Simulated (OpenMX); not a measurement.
Runs of OpenMX 3.8.5 on TiO2. It takes space group R-3m (No. 166, trigonal). Conventional cell: a = 2.995 Å, b = 2.995 Å, c = 20.945 Å, α = 90.00°, β = 90.00°, γ = 120.00°. Ti (site symmetry -3m) is surrounded by 6 O at 1.98 Å. O (site symmetry 3m) is surrounded by 3 Ti at 1.98 Å. Measurements of this composition are mostly on another form, of space group No. 141.

```tsv
level	cell	gap on the mesh (eV)	pressure (GPa)	largest force (eV/Å)
PBE	R-3m, 18.07 Å³/atom	2.10	1.5	0.42
PBE+D4	R-3m, 18.07 Å³/atom	2.26	0.7	(a)
PBE	R-3m, 19.52 Å³/atom	2.00	-6.2	(d)
PBE+D3(BJ)	R-3m, 18.07 Å³/atom	2.26	1.7	0.13
PBE	R-3m, 18.8 Å³/atom	2.18	-2.8	0.35
PBE	R-3m, 16.63 Å³/atom	2.54	13.3	(b)
PBE+D3	R-3m, 18.07 Å³/atom	2.26	2.0	0.10
PBE	R-3m, 15.91 Å³/atom	2.77	21.5	(c)
PBE	R-3m, 17.35 Å³/atom	2.32	6.7	0.98
```

Alike in all rows: task single point; potentials or basis OpenMX 2013 PBE set, Ti7.0-s3p2d2, O6.0-s2p2d1, grid cutoff 400 Ry; no spin polarisation; k mesh 7 × 7 × 7; smearing fermi-dirac 0.05 eV.

Estimate the missing entries.

(a) 0.63; (b) 1.65; (c) 2.45; (d) 0.78.

Caveats: an odd mesh through Γ misses points on the zone boundary, where band edges often lie; the basis of atomic orbitals isn't converged, which shifts pressures, moduli and gaps; forces of over 1 eV/Å show positions far from the minimum, so gaps and moduli don't describe the material at rest (some runs).
